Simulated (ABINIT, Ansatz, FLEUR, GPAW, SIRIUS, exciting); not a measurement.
## One calculation of Bi, 6 ways

```
CELL_PARAMETERS angstrom
-2.05109 1.93226 1.96372
2.00913 -1.95414 1.94364
2.06996 1.97301 -1.98560
ATOMIC_POSITIONS crystal
Bi 0.98622 0.98269 0.98033
```

This isn't the form of Bi at room conditions, which is rhombohedral.

The given cell was strained at random by a few per cent at fixed volume.

Alike in all runs: task single point; functional PBEsol; k mesh 9 × 9 × 9; occupations fermi-dirac, width 0.05 eV; no spin polarisation; no spin-orbit coupling. Pressure is positive in compression and, in plane waves, holds the error of the finite cutoff.

```
                                                         program and potentials  plane-wave cutoff (eV)  notes  pressure (GPa)  energy over the undisturbed cell (meV/atom)
                              GPAW, PAW data sets generated for this functional                     600      -           -2.08                                         5.88
                                ABINIT, PseudoDojo NC SR PBEsol v0.4.1 standard                     898      -           -1.90                                         5.79
exciting, all-electron LAPW+lo, shipped species files, valence relativity iora*                       -      -               -                                         5.48
                                 Ansatz, all-electron LAPW, scalar-relativistic                       -      -           -1.92                                            -
                                                     FLEUR, all-electron, FLAPW                       -      -               -                                         5.87
                 SIRIUS, PseudoDojo 0.4.1 PBEsol standard (scalar relativistic)                     915      -           -1.88                                         5.79
```

The pressure spans -2.08 (GPAW, PAW data sets generated for this functional) to -1.88 GPa (SIRIUS, PseudoDojo 0.4.1 PBEsol standard (scalar relativistic)), with all-electron results at -1.92.

The functional is the same throughout but for its coding, so the spread measures potentials, basis and numerics; runs on potential files found faulty are left out.
